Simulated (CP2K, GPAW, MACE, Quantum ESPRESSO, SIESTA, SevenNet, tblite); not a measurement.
# From one method to another: forces in hcp Mg, size series (64 atoms)

Hcp Mg (a = 3.209 Å, c = 5.211 Å), 4 x 4 x 2 conventional cells; every coordinate displaced by a Gaussian of 0.05 Å. Then every atom was moved at random, 0.03 Å r.m.s. a Cartesian component.

Two calculations on one geometry. First: Kohn-Sham DFT, PBE, SSSP efficiency 1.3.0 pseudopotentials, plane waves; sssp-1.3.0-efficiency; 45/360 Ry; levels smeared at 580 K (Quantum ESPRESSO 7.5; sssp-pbe-1.3.0-efficiency, cutoffs 45/360 Ry, Γ point). Second: GFN1-xTB tight binding, diagonalisation; levels smeared at 580 K; periodic xTB differs between programs (tblite 0.8.0; Γ point).

Cell vectors (Å):

```
12.836 0.000 0.000
-6.418 11.116 0.000
0.000 0.000 10.422
```

Atom, position (Å) and force of the first calculation (eV/Å):

```
1 Mg 6.370 11.057 0.078 0.107 0.040 -0.341
2 Mg -0.055 1.802 2.589 0.019 0.065 0.003
3 Mg 6.431 11.067 5.244 0.053 0.051 -0.094
4 Mg 0.074 1.753 7.920 -0.246 0.101 -0.214
5 Mg 11.167 2.812 0.055 0.151 -0.187 -0.218
6 Mg -1.614 4.639 2.538 0.061 0.040 0.011
7 Mg -1.578 2.765 5.084 0.067 0.024 0.247
8 Mg -1.553 4.547 7.662 -0.076 -0.016 0.220
9 Mg 9.644 5.494 10.320 0.064 0.069 0.288
10 Mg -3.307 7.312 2.596 0.260 0.227 0.093
11 Mg -3.195 5.589 5.227 0.066 0.010 -0.025
12 Mg -3.183 7.339 7.893 -0.004 0.211 -0.225
13 Mg -4.717 8.341 0.099 -0.283 -0.084 -0.381
14 Mg -4.815 10.154 2.625 0.102 0.003 0.162
15 Mg 7.974 8.303 5.317 0.185 0.136 -0.262
16 Mg -4.748 10.192 7.818 -0.090 -0.106 0.127
17 Mg -3.247 11.103 10.392 0.122 0.022 0.067
18 Mg 3.121 1.845 2.563 0.113 -0.152 -0.035
19 Mg 3.315 0.057 5.251 -0.220 -0.201 -0.043
20 Mg 3.188 1.939 7.879 0.116 -0.204 -0.189
21 Mg 1.553 2.751 10.383 0.046 0.133 0.211
22 Mg 1.630 4.572 2.654 -0.194 0.107 -0.249
23 Mg 1.543 2.660 5.198 0.035 0.168 0.126
24 Mg 1.572 4.618 7.734 0.054 -0.063 0.085
25 Mg 0.022 5.587 10.356 0.013 -0.139 0.183
26 Mg 0.004 7.414 2.657 -0.059 -0.036 -0.255
27 Mg -0.049 5.592 5.147 0.108 -0.170 0.069
28 Mg -0.014 7.281 7.830 0.012 0.324 -0.127
29 Mg -1.651 8.275 10.395 0.197 0.136 0.164
30 Mg -1.575 10.203 2.681 -0.172 -0.039 -0.230
31 Mg -1.570 8.336 5.158 -0.148 -0.004 0.233
32 Mg -1.566 10.185 7.766 0.042 -0.064 0.178
33 Mg 0.066 11.083 0.093 -0.214 0.054 -0.331
34 Mg 6.429 1.848 2.644 -0.042 0.042 -0.049
35 Mg 0.040 11.040 5.221 0.132 0.172 0.008
36 Mg 6.414 1.880 7.711 0.012 -0.067 0.198
37 Mg 4.789 2.736 0.027 0.083 -0.005 -0.087
38 Mg 4.745 4.571 2.712 0.221 0.212 -0.361
39 Mg 4.761 2.753 5.090 0.195 -0.009 0.341
40 Mg 4.775 4.567 7.675 0.121 0.163 0.259
41 Mg 3.211 5.554 10.362 0.012 -0.074 0.036
42 Mg 3.176 7.479 2.543 0.080 -0.277 0.366
43 Mg 3.191 5.483 5.201 0.041 0.187 -0.009
44 Mg 3.141 7.408 7.793 0.188 -0.182 0.177
45 Mg 1.619 8.335 0.072 -0.184 -0.101 -0.283
46 Mg 1.557 10.176 2.556 0.156 0.078 0.297
47 Mg 1.674 8.282 5.192 -0.109 0.106 0.049
48 Mg 1.738 10.098 7.861 -0.357 0.182 -0.044
49 Mg 3.182 11.051 0.028 0.118 0.189 -0.151
50 Mg 9.522 1.933 2.641 0.178 -0.223 -0.129
51 Mg 9.696 0.050 5.172 -0.133 -0.105 -0.063
52 Mg 9.634 1.868 7.763 0.087 -0.092 0.156
53 Mg 8.075 2.711 10.376 -0.192 0.029 0.054
54 Mg 8.026 4.673 2.601 -0.095 -0.204 0.006
55 Mg 8.129 2.870 5.272 -0.278 -0.112 -0.080
56 Mg 8.074 4.704 7.916 -0.146 -0.250 -0.286
57 Mg 6.477 5.430 0.050 -0.193 0.155 -0.162
58 Mg 6.397 7.355 2.516 -0.054 0.021 0.429
59 Mg 6.520 5.603 5.203 -0.291 -0.124 -0.047
60 Mg 6.375 7.374 7.793 -0.015 0.086 0.385
61 Mg 4.763 8.319 0.142 0.183 -0.101 -0.710
62 Mg 4.881 10.162 2.523 -0.217 0.074 0.493
63 Mg 4.804 8.387 5.264 0.015 -0.203 -0.337
64 Mg 4.775 10.191 7.784 0.200 -0.025 0.295
```

Q: Give the forces of the second method.

Atom and force (eV/Å):

```
1 0.139 0.102 -0.103
2 -0.010 0.090 0.165
3 0.035 -0.003 0.034
4 -0.235 0.093 0.177
5 0.122 -0.067 -0.308
6 0.127 0.095 -0.446
7 0.092 -0.061 0.075
8 -0.112 -0.120 -0.233
9 0.103 -0.006 0.109
10 0.239 0.176 0.051
11 -0.014 0.051 -0.156
12 0.018 0.322 -0.230
13 -0.170 -0.138 -0.088
14 0.104 -0.093 0.276
15 0.042 0.198 0.030
16 -0.125 -0.076 0.282
17 0.099 0.045 0.008
18 0.123 -0.218 -0.107
19 -0.150 -0.234 -0.009
20 0.126 -0.144 -0.249
21 0.065 0.284 0.404
22 -0.071 0.062 -0.132
23 0.039 0.064 0.226
24 -0.019 0.010 0.120
25 0.105 -0.100 0.030
26 -0.079 0.059 -0.093
27 0.050 -0.209 -0.145
28 -0.031 0.238 -0.005
29 0.212 0.183 0.014
30 -0.241 -0.022 -0.302
31 -0.183 -0.004 0.072
32 0.133 -0.091 0.157
33 -0.339 0.076 -0.191
34 -0.015 0.031 -0.065
35 0.184 0.164 0.193
36 0.018 -0.140 0.009
37 0.139 0.063 -0.372
38 0.174 0.118 -0.423
39 0.126 0.016 -0.015
40 0.172 0.185 0.123
41 0.098 -0.078 0.028
42 0.177 -0.289 0.196
43 -0.043 0.157 -0.126
44 0.117 -0.143 0.069
45 -0.252 -0.078 0.045
46 0.118 0.017 0.515
47 -0.057 0.105 0.330
48 -0.287 0.185 0.134
49 0.105 0.150 -0.196
50 0.133 -0.196 -0.156
51 -0.146 -0.070 -0.161
52 0.102 -0.155 0.106
53 -0.227 -0.076 0.103
54 -0.082 -0.199 0.376
55 -0.268 -0.024 0.145
56 -0.122 -0.241 0.001
57 -0.231 0.144 0.039
58 0.033 0.004 0.289
59 -0.279 -0.086 0.182
60 -0.050 0.089 0.359
61 0.163 -0.110 -0.712
62 -0.116 0.097 0.085
63 0.038 -0.145 -0.439
64 0.084 -0.056 -0.095
```

The two sets differ by 125 meV/Å r.m.s., 70 % of the r.m.s. force of the Quantum ESPRESSO run. Periodic xTB results under one method name differ between programs and library versions. The electronic-structure runs sample only Γ, in a cell whose shortest periodic width is 10 Å, which is coarse for a cell with partly filled levels.

[Logs are printed without paths, hosts, clocks, repeated set-up lines and the standing remarks that a program may print on its own settings, such as how far it seeks lower states.]

[Hosts, paths, dates, database ids (printed as entryN), source tags and the programs' standing remarks are cut or masked in the printed files.]
